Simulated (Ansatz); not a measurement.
# TiC/GaN/W: conductance against the thickness of the layer, part 5 of 7

How fast does the current through TiC/GaN/W fall with each added layer? The lower electrode is TiC rock salt(001), the upper one W bcc(001); the barrier is GaN zinc blende(001) (Ga and Ga faces). In the first transport cell, after relaxation, the nearest pair of electrode and barrier is C–Ga at 1.98 Å, along the normal, at the lower face and W–Ga at 2.76 Å, at a slant, at the upper one. All share a net of side 3.217 Å, which strains the lower electrode by +5.1 %, the upper one by +1.5 % and the barrier by +0.0 %, against typed lattice constants near PBE's. The first steps treat the bulk electrodes alone.

Ansatz 0.2.0; PBE DFT, plane waves, PAW files (the session's first sound run).

So far, transmission at the Fermi level (a spin, zone mean): step 5 (the open system: T(E)) 9.4e-4; step 6 (40 atoms, atomic planes in the barrier 5, gap between the …) 0.00395; step 7 (42 atoms, atomic planes in the barrier 7, gap between the …) 0.00185. Also channels of the lower lead: step 5 0.42.

The structure was built from a prototype and need not be the compound's stable phase.

## 8. Conductance, 44 atoms

Level of this step: PBE DFT, plane waves, PAW files; ballistic transmission by layer matching between semi-infinite leads (Ansatz).

System of this step: TiC/GaN/W. The cell holds 44 atoms: 12 C, 12 Ti, 5 Ga, 4 N and 11 W. Its edges and angles: a = 3.217 Å, b = 3.217 Å, c = 66.377 Å, α = 90.0°, β = 90.0°, γ = 90.0°. Regions: left electrode, 24 atoms (12 C and 12 Ti); barrier, 9 atoms (5 Ga and 4 N); right electrode, 11 atoms (11 W). Vacuum lies along c.

Barrier layers are added or taken out in the middle, and the relaxed faces stay.

Input file input.yaml:

```yaml
crystal:
  lattice:
    - [3.217, 0.0, 0.0]
    - [0.0, 3.217, 0.0]
    - [0.0, 0.0, 66.3770934799]
  atoms:
    - { symbol: C, position: [0.65423113, 0.35493914, 0.1054580674] }
    - { symbol: Ti, position: [0.15423113, 0.85493914, 0.1054580674] }
    - { symbol: C, position: [0.15423113, 0.85493914, 0.1374160516] }
    - { symbol: Ti, position: [0.65423113, 0.35493914, 0.1374160516] }
    - { symbol: C, position: [0.65423113, 0.35493914, 0.1693740358] }
    - { symbol: Ti, position: [0.15423113, 0.85493914, 0.1693740358] }
    - { symbol: C, position: [0.15423113, 0.85493914, 0.2013320199] }
    - { symbol: Ti, position: [0.65423113, 0.35493914, 0.2013320199] }
    - { symbol: C, position: [0.65423113, 0.35493914, 0.2332900041] }
    - { symbol: Ti, position: [0.15423113, 0.85493914, 0.2332900041] }
    - { symbol: C, position: [0.15423113, 0.85493914, 0.2652479883] }
    - { symbol: Ti, position: [0.65423113, 0.35493914, 0.2652479883] }
    - { symbol: C, position: [0.65423113, 0.35493914, 0.2972059724] }
    - { symbol: Ti, position: [0.15423113, 0.85493914, 0.2972059724] }
    - { symbol: C, position: [0.15423113, 0.85493914, 0.3291639566] }
    - { symbol: Ti, position: [0.65423113, 0.35493914, 0.3291639566] }
    - { symbol: C, position: [0.65423113, 0.35493914, 0.3611219408] }
    - { symbol: Ti, position: [0.15423113, 0.85493914, 0.3611219408] }
    - { symbol: C, position: [0.15423113, 0.85493914, 0.3930799249] }
    - { symbol: Ti, position: [0.65423113, 0.35493914, 0.3930799249] }
    - { symbol: C, position: [0.65423113, 0.35493914, 0.4250379091] }
    - { symbol: Ti, position: [0.15423113, 0.85493914, 0.4250379091] }
    - { symbol: C, position: [0.15432048, 0.85488857, 0.4576093805] }
    - { symbol: Ti, position: [0.65428284, 0.35492539, 0.4553009374] }
    - { symbol: Ga, position: [0.15477774, 0.85479523, 0.4874140616] }
    - { symbol: "N", position: [0.65480999, 0.85473802, 0.5046600673] }
    - { symbol: Ga, position: [0.65488936, 0.35476964, 0.5223501877] }
    - { symbol: "N", position: [0.15490492, 0.35465193, 0.5389255142] }
    - { symbol: Ga, position: [0.15499886, 0.85463508, 0.5566423081] }
    - { symbol: "N", position: [0.65501409, 0.85445645, 0.573187837] }
    - { symbol: Ga, position: [0.65510939, 0.35455499, 0.5909000804] }
    - { symbol: "N", position: [0.15512169, 0.35487515, 0.6074213264] }
    - { symbol: Ga, position: [0.1551555, 0.85770762, 0.6257104407] }
    - { symbol: W, position: [0.65525611, 0.81125052, 0.6594491267] }
    - { symbol: W, position: [0.15534949, 0.30121366, 0.6802759893] }
    - { symbol: W, position: [0.65534949, 0.80121366, 0.7040833164] }
    - { symbol: W, position: [0.15534949, 0.30121366, 0.7278906434] }
    - { symbol: W, position: [0.65534949, 0.80121366, 0.7516979704] }
    - { symbol: W, position: [0.15534949, 0.30121366, 0.7755052974] }
    - { symbol: W, position: [0.65534949, 0.80121366, 0.7993126245] }
    - { symbol: W, position: [0.15534949, 0.30121366, 0.8231199515] }
    - { symbol: W, position: [0.65534949, 0.80121366, 0.8469272785] }
    - { symbol: W, position: [0.15534949, 0.30121366, 0.8707346055] }
    - { symbol: W, position: [0.65534949, 0.80121366, 0.8945419326] }
kpoints:
  mp_grid: { grid: [8, 8, 1] }
scf:
  occupations: { method: fermi_dirac, width: 0.1 }
  max_iter: 150
hamiltonian:
  xc: pbe
output:
  transmission:
    kmesh: [26, 26]
    e_range: [-0.26, 0.27]
    de: 0.0375
    leads: [[10, 12], [38, 39]]
```

On the command line:

```bash
> ansatz run input.yaml --threads 8 --pin off --max-ram 24576MiB --backend cpu --events-out ev --progress --plain --runs-dir out
```

Numbers of over 12 decimals in the logs are rounded to 6 here.

Log:

```text
[...]
Crystal: 44 atoms, lattice volume = 686.942 Å³
Basis set: ecut = 420 eV, 13437 PW (Γ)
Bands: 260, of which v1, the nominal top of the filled ones, is band 216 counted from 1 (215 counted from 0)
Symmetry: 1 space group operations
[...]
k-points: 34 of 64 (time reversal used)
[...]
channels       : 3.579882e-1 a spin
[...]
slowest decay  : 0.0034 /Å at (0.1923, 0.2308)
[...]
filled         : 33.4 meV under the level at which it is neutral
    channels       : 1.233728e0 a spin
[...]
slowest decay  : 0.0010 /Å at (0.1154, 0.3462)
  junction   : crystal 0 to crystal 1, 17.97 to 51.38 Å
    transmission   : 9.190006e-4 a spin
[...]
resistance     : 1.4266e0 Ω µm² beyond half of each lead's own
[key lines of the parts left out:]
SCF converged after 10 iterations
Free energy (F): -167706.545620 eV
Fermi energy:    11.792949 eV
```

Run time: 9.9 min. Hardware: 8 threads of Arm Neoverse V1, shared host; peak memory 8.9 GiB.

One spin. Table of transmission, zone mean by energy, zero at the Fermi level:

| energy (eV) | transmission, zone mean |
| --- | --- |
| -0.260 | 5.7e-4 |
| -0.223 | 6.0e-4 |
| -0.185 | 6.6e-4 |
| -0.147 | 0.00127 |
| -0.110 | 9.1e-4 |
| -0.072 | 7.9e-4 |
| -0.035 | 8.3e-4 |
| 0.003 | 9.2e-4 |
| 0.040 | 9.7e-4 |
| 0.077 | 0.00111 |
| 0.115 | 0.00141 |
| 0.152 | 0.00157 |
| 0.190 | 0.00178 |
| 0.228 | 0.00214 |
| 0.265 | 0.00282 |

G = 7.0e11 S/m² (1/G = 1.43 Ω µm²), 0.46 times the step before of this kind. The largest error estimate is 22 %, from the mesh across the current. In the worse lead the potential repeats within 25.8 meV, which the program flags as too much for a lead, so G carries that doubt.

## 9. Conductance on a fine mesh, atomic planes in the barrier 11, gap between the electrodes 15.75 Å

System of this step: TiC/GaN/W. The cell holds 46 atoms: 12 C, 12 Ti, 6 Ga, 5 N and 11 W. Its edges and angles: a = 3.217 Å, b = 3.217 Å, c = 68.651 Å, α = 90.0°, β = 90.0°, γ = 90.0°. Regions: left electrode, 24 atoms (12 C and 12 Ti); barrier, 11 atoms (6 Ga and 5 N); right electrode, 11 atoms (11 W). Vacuum lies along c.

Barrier layers are added or taken out in the middle, and the relaxed faces stay.

Input file input.yaml:

```yaml
crystal:
  lattice:
    - [3.217, 0.0, 0.0]
    - [0.0, 3.217, 0.0]
    - [0.0, 0.0, 68.6513268868]
  atoms:
    - { symbol: C, position: [0.65423113, 0.35493914, 0.1019645259] }
    - { symbol: Ti, position: [0.15423113, 0.85493914, 0.1019645259] }
    - { symbol: C, position: [0.15423113, 0.85493914, 0.1328638282] }
    - { symbol: Ti, position: [0.65423113, 0.35493914, 0.1328638282] }
    - { symbol: C, position: [0.65423113, 0.35493914, 0.1637631305] }
    - { symbol: Ti, position: [0.15423113, 0.85493914, 0.1637631305] }
    - { symbol: C, position: [0.15423113, 0.85493914, 0.1946624328] }
    - { symbol: Ti, position: [0.65423113, 0.35493914, 0.1946624328] }
    - { symbol: C, position: [0.65423113, 0.35493914, 0.2255617351] }
    - { symbol: Ti, position: [0.15423113, 0.85493914, 0.2255617351] }
    - { symbol: C, position: [0.15423113, 0.85493914, 0.2564610374] }
    - { symbol: Ti, position: [0.65423113, 0.35493914, 0.2564610374] }
    - { symbol: C, position: [0.65423113, 0.35493914, 0.2873603397] }
    - { symbol: Ti, position: [0.15423113, 0.85493914, 0.2873603397] }
    - { symbol: C, position: [0.15423113, 0.85493914, 0.318259642] }
    - { symbol: Ti, position: [0.65423113, 0.35493914, 0.318259642] }
    - { symbol: C, position: [0.65423113, 0.35493914, 0.3491589443] }
    - { symbol: Ti, position: [0.15423113, 0.85493914, 0.3491589443] }
    - { symbol: C, position: [0.15423113, 0.85493914, 0.3800582466] }
    - { symbol: Ti, position: [0.65423113, 0.35493914, 0.3800582466] }
    - { symbol: C, position: [0.65423113, 0.35493914, 0.4109575489] }
    - { symbol: Ti, position: [0.15423113, 0.85493914, 0.4109575489] }
    - { symbol: C, position: [0.15432048, 0.85488857, 0.4424500152] }
    - { symbol: Ti, position: [0.65428284, 0.35492539, 0.4402180446] }
    - { symbol: Ga, position: [0.15477774, 0.85479523, 0.4712673475] }
    - { symbol: "N", position: [0.65480999, 0.85473802, 0.4879420397] }
    - { symbol: Ga, position: [0.65488936, 0.35476964, 0.505046134] }
    - { symbol: "N", position: [0.15490492, 0.35465193, 0.5210723646] }
    - { symbol: Ga, position: [0.15499886, 0.85463508, 0.5382022489] }
    - { symbol: "N", position: [0.65490492, 0.85465193, 0.554199669] }
    - { symbol: Ga, position: [0.65499886, 0.35463508, 0.5713295534] }
    - { symbol: "N", position: [0.15501409, 0.35445645, 0.5873269735] }
    - { symbol: Ga, position: [0.15510939, 0.85455499, 0.604452458] }
    - { symbol: "N", position: [0.65512169, 0.85487515, 0.6204263997] }
    - { symbol: Ga, position: [0.6551555, 0.35770762, 0.6381096449] }
    - { symbol: W, position: [0.15525611, 0.31125052, 0.6707306592] }
    - { symbol: W, position: [0.65534949, 0.80121366, 0.690867584] }
    - { symbol: W, position: [0.15534949, 0.30121366, 0.7138862384] }
    - { symbol: W, position: [0.65534949, 0.80121366, 0.7369048929] }
    - { symbol: W, position: [0.15534949, 0.30121366, 0.7599235473] }
    - { symbol: W, position: [0.65534949, 0.80121366, 0.7829422018] }
    - { symbol: W, position: [0.15534949, 0.30121366, 0.8059608563] }
    - { symbol: W, position: [0.65534949, 0.80121366, 0.8289795107] }
    - { symbol: W, position: [0.15534949, 0.30121366, 0.8519981652] }
    - { symbol: W, position: [0.65534949, 0.80121366, 0.8750168196] }
    - { symbol: W, position: [0.15534949, 0.30121366, 0.8980354741] }
kpoints:
  mp_grid: { grid: [8, 8, 1] }
scf:
  occupations: { method: fermi_dirac, width: 0.1 }
  max_iter: 150
hamiltonian:
  xc: pbe
output:
  transmission:
    kmesh: [26, 26]
    e_range: [-0.26, 0.27]
    de: 0.0375
    leads: [[10, 12], [40, 41]]
```

Log:

```text
[...]
Crystal: 46 atoms, lattice volume = 710.479 Å³
Basis set: ecut = 420 eV, 13901 PW (Γ)
Bands: 271, of which v1, the nominal top of the filled ones, is band 225 counted from 1 (224 counted from 0)
Symmetry: 1 space group operations
[...]
k-points: 34 of 64 (time reversal used)
[...]
channels       : 3.579882e-1 a spin
[...]
slowest decay  : 0.0042 /Å at (-0.2308, 0.1923)
[...]
filled         : 33.4 meV under the level at which it is neutral
    channels       : 1.233728e0 a spin
[...]
slowest decay  : 0.0011 /Å at (-0.1154, 0.3462)
  junction   : crystal 0 to crystal 1, 17.97 to 53.66 Å
    transmission   : 5.236974e-4 a spin
[...]
resistance     : 2.4437e0 Ω µm² beyond half of each lead's own
[key lines of the parts left out:]
SCF converged after 11 iterations
Free energy (F): -171874.436733 eV
Fermi energy:    11.752043 eV
```

Elapsed: 11 min, on 8 threads; peak memory 9.6 GiB.

One spin. Transmission, zone mean against energy, zero at the Fermi level:

| energy (eV) | transmission, zone mean |
| --- | --- |
| -0.260 | 2.7e-4 |
| -0.223 | 2.8e-4 |
| -0.185 | 3.2e-4 |
| -0.147 | 5.6e-4 |
| -0.110 | 3.9e-4 |
| -0.072 | 4.0e-4 |
| -0.035 | 4.6e-4 |
| 0.003 | 5.2e-4 |
| 0.040 | 5.9e-4 |
| 0.077 | 7.0e-4 |
| 0.115 | 8.6e-4 |
| 0.152 | 0.00101 |
| 0.190 | 0.00118 |
| 0.228 | 0.00150 |
| 0.265 | 0.00166 |

G = 4.1e11 S/m² (1/G = 2.45 Ω µm²), 0.58 times the step before of this kind. The largest error estimate is 39 %, from the mesh across the current. In the worse lead the potential repeats within 25.9 meV, which the program flags as too much for a lead, so G carries that doubt.

## 10. Conductance, atomic planes in the barrier 13, gap between the electrodes 18.02 Å

System of this step: TiC/GaN/W. The cell holds 48 atoms: 12 C, 12 Ti, 7 Ga, 6 N and 11 W. Cell: a = 3.217 Å, b = 3.217 Å, c = 70.926 Å, α = 90.0°, β = 90.0°, γ = 90.0°. Regions: left electrode, 24 atoms (12 C and 12 Ti); barrier, 13 atoms (7 Ga and 6 N); right electrode, 11 atoms (11 W). Vacuum lies along c.

Barrier layers are added or taken out in the middle, and the relaxed faces stay.

Input file input.yaml:

```yaml
crystal:
  lattice:
    - [3.217, 0.0, 0.0]
    - [0.0, 3.217, 0.0]
    - [0.0, 0.0, 70.9255602937]
  atoms:
    - { symbol: C, position: [0.65423113, 0.35493914, 0.0986950258] }
    - { symbol: Ti, position: [0.15423113, 0.85493914, 0.0986950258] }
    - { symbol: C, position: [0.15423113, 0.85493914, 0.1286035396] }
    - { symbol: Ti, position: [0.65423113, 0.35493914, 0.1286035396] }
    - { symbol: C, position: [0.65423113, 0.35493914, 0.1585120535] }
    - { symbol: Ti, position: [0.15423113, 0.85493914, 0.1585120535] }
    - { symbol: C, position: [0.15423113, 0.85493914, 0.1884205673] }
    - { symbol: Ti, position: [0.65423113, 0.35493914, 0.1884205673] }
    - { symbol: C, position: [0.65423113, 0.35493914, 0.2183290812] }
    - { symbol: Ti, position: [0.15423113, 0.85493914, 0.2183290812] }
    - { symbol: C, position: [0.15423113, 0.85493914, 0.248237595] }
    - { symbol: Ti, position: [0.65423113, 0.35493914, 0.248237595] }
    - { symbol: C, position: [0.65423113, 0.35493914, 0.2781461089] }
    - { symbol: Ti, position: [0.15423113, 0.85493914, 0.2781461089] }
    - { symbol: C, position: [0.15423113, 0.85493914, 0.3080546227] }
    - { symbol: Ti, position: [0.65423113, 0.35493914, 0.3080546227] }
    - { symbol: C, position: [0.65423113, 0.35493914, 0.3379631366] }
    - { symbol: Ti, position: [0.15423113, 0.85493914, 0.3379631366] }
    - { symbol: C, position: [0.15423113, 0.85493914, 0.3678716504] }
    - { symbol: Ti, position: [0.65423113, 0.35493914, 0.3678716504] }
    - { symbol: C, position: [0.65423113, 0.35493914, 0.3977801643] }
    - { symbol: Ti, position: [0.15423113, 0.85493914, 0.3977801643] }
    - { symbol: C, position: [0.15432048, 0.85488857, 0.4282628223] }
    - { symbol: Ti, position: [0.65428284, 0.35492539, 0.42610242] }
    - { symbol: Ga, position: [0.15477774, 0.85479523, 0.4561561247] }
    - { symbol: "N", position: [0.65480999, 0.85473802, 0.4722961416] }
    - { symbol: Ga, position: [0.65488936, 0.35476964, 0.4888517919] }
    - { symbol: "N", position: [0.15490492, 0.35465193, 0.5043641401] }
    - { symbol: Ga, position: [0.15499886, 0.85463508, 0.5209447535] }
    - { symbol: "N", position: [0.65490492, 0.85465193, 0.5364292151] }
    - { symbol: Ga, position: [0.65499886, 0.35463508, 0.5530098284] }
    - { symbol: "N", position: [0.15490492, 0.35465193, 0.5684942901] }
    - { symbol: Ga, position: [0.15499886, 0.85463508, 0.5850749034] }
    - { symbol: "N", position: [0.65501409, 0.85445645, 0.600559365] }
    - { symbol: Ga, position: [0.65510939, 0.35455499, 0.6171357196] }
    - { symbol: "N", position: [0.15512169, 0.35487515, 0.6325974556] }
    - { symbol: Ga, position: [0.1551555, 0.85770762, 0.6497136863] }
    - { symbol: W, position: [0.65525611, 0.81125052, 0.6812887053] }
    - { symbol: W, position: [0.15534949, 0.30121366, 0.7007799381] }
    - { symbol: W, position: [0.65534949, 0.80121366, 0.7230604976] }
    - { symbol: W, position: [0.15534949, 0.30121366, 0.7453410572] }
    - { symbol: W, position: [0.65534949, 0.80121366, 0.7676216168] }
    - { symbol: W, position: [0.15534949, 0.30121366, 0.7899021764] }
    - { symbol: W, position: [0.65534949, 0.80121366, 0.8121827359] }
    - { symbol: W, position: [0.15534949, 0.30121366, 0.8344632955] }
    - { symbol: W, position: [0.65534949, 0.80121366, 0.8567438551] }
    - { symbol: W, position: [0.15534949, 0.30121366, 0.8790244147] }
    - { symbol: W, position: [0.65534949, 0.80121366, 0.9013049742] }
kpoints:
  mp_grid: { grid: [8, 8, 1] }
scf:
  occupations: { method: fermi_dirac, width: 0.1 }
  max_iter: 150
hamiltonian:
  xc: pbe
output:
  transmission:
    kmesh: [26, 26]
    e_range: [-0.26, 0.27]
    de: 0.0375
    leads: [[10, 12], [42, 43]]
```

Log:

```text
[...]
Crystal: 48 atoms, lattice volume = 734.015 Å³
Basis set: ecut = 420 eV, 14341 PW (Γ)
Bands: 282, of which v1, the nominal top of the filled ones, is band 234 counted from 1 (233 counted from 0)
Symmetry: 1 space group operations
[...]
k-points: 34 of 64 (time reversal used)
[...]
channels       : 3.579882e-1 a spin
[...]
slowest decay  : 0.0043 /Å at (0.1923, 0.2308)
[...]
filled         : 33.4 meV under the level at which it is neutral
    channels       : 1.233728e0 a spin
[...]
slowest decay  : 0.0012 /Å at (-0.1154, 0.3462)
  junction   : crystal 0 to crystal 1, 17.97 to 55.93 Å
    transmission   : 3.074792e-4 a spin
[...]
resistance     : 4.2926e0 Ω µm² beyond half of each lead's own
[key lines of the parts left out:]
SCF converged after 12 iterations
Free energy (F): -176042.331168 eV
Fermi energy:    11.713088 eV
```

Wall time 12 min (8 threads); peak memory 10 GiB.

One spin. The transmission, zone mean by energy, zero at the Fermi level:

| energy (eV) | transmission, zone mean |
| --- | --- |
| -0.260 | 1.3e-4 |
| -0.223 | 1.4e-4 |
| -0.185 | 1.5e-4 |
| -0.147 | 2.2e-4 |
| -0.110 | 2.0e-4 |
| -0.072 | 2.2e-4 |
| -0.035 | 2.6e-4 |
| 0.003 | 3.1e-4 |
| 0.040 | 3.6e-4 |
| 0.077 | 4.3e-4 |
| 0.115 | 5.1e-4 |
| 0.152 | 5.8e-4 |
| 0.190 | 6.4e-4 |
| 0.228 | 7.3e-4 |
| 0.265 | 9.8e-4 |

G = 2.3e11 S/m² (1/G = 4.29 Ω µm²), 0.57 times the step before of this kind. The largest error estimate is 49 %, from the mesh across the current. In the worse lead the potential repeats within 25.9 meV, which the program flags as too much for a lead, so G carries that doubt.

[end of part 5 of 7]

[Logs are printed without paths, hosts, clocks, repeated set-up lines and the standing remarks that a program may print on its own settings, such as how far it seeks lower states.]

[Hosts, paths, dates, database ids (printed as entryN), source tags and the programs' standing remarks are cut or masked in the printed files.]
